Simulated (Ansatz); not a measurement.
P:

```
P
1.0
     1.64774   -5.46504    0.00000
     1.64774    5.46504    0.00000
     0.00000    0.00000    4.54364
P
4
Direct
  0.90414 0.09586 0.58882
  0.09586 0.90414 0.41118
  0.59586 0.40414 0.08882
  0.40414 0.59586 0.91118
```

```yaml
Program: Ansatz 0.2.0
Task: relaxation of cell and atoms
Functional: PBEsol0
Potentials_or_basis: Ansatz PAW
Cutoff: "420 eV (not typed: the program's choice for these potentials)"
k_mesh: 4 × 4 × 3
Occupations: fermi-dirac, width 0.05 eV
Spin: no spin polarisation
```

At the start: volume 20.46 Å³/atom.

Where does the relaxation end?

It ends after 7 steps and the volume is 18.75 Å³/atom (-8.4 %); space group Cmce (No. 64, to 0.05 Å).

Step by step:
```
step  energy change (eV)  largest force (eV/Å)  volume (Å³)
   1              0.0000                0.1925        81.83
   2             -0.0378                0.1209        77.10
   3             -0.0425                0.1426        74.18
   4             -0.0457                0.0406        74.80
   5             -0.0459                0.0032        75.08
   6             -0.0459                0.0007        75.00
   7             -0.0449                0.0005        75.00
```

Final structure:
```yaml
crystal:
  lattice:
    - [1.65832, -5.24116, 0.00000]
    - [1.65832, 5.24116, 0.00000]
    - [0.00000, 0.00000, 4.31429]
  atoms:
    - { symbol: P, position: [0.89963, 0.10037, 0.58120] }
    - { symbol: P, position: [0.10037, 0.89963, 0.41880] }
    - { symbol: P, position: [0.60037, 0.39963, 0.08120] }
    - { symbol: P, position: [0.39963, 0.60037, 0.91880] }
```

Caveat: the k mesh is coarse (spacing up to 0.50 Å⁻¹), so the values aren't converged, least of all with exact exchange; the plane-wave basis is chosen anew once the cell has moved, so the energies of steps on either side of that aren't comparable; the PAW data sets come from PBE, with cores solved anew for the run's functional, which leaves a small shift of forces and pressure.
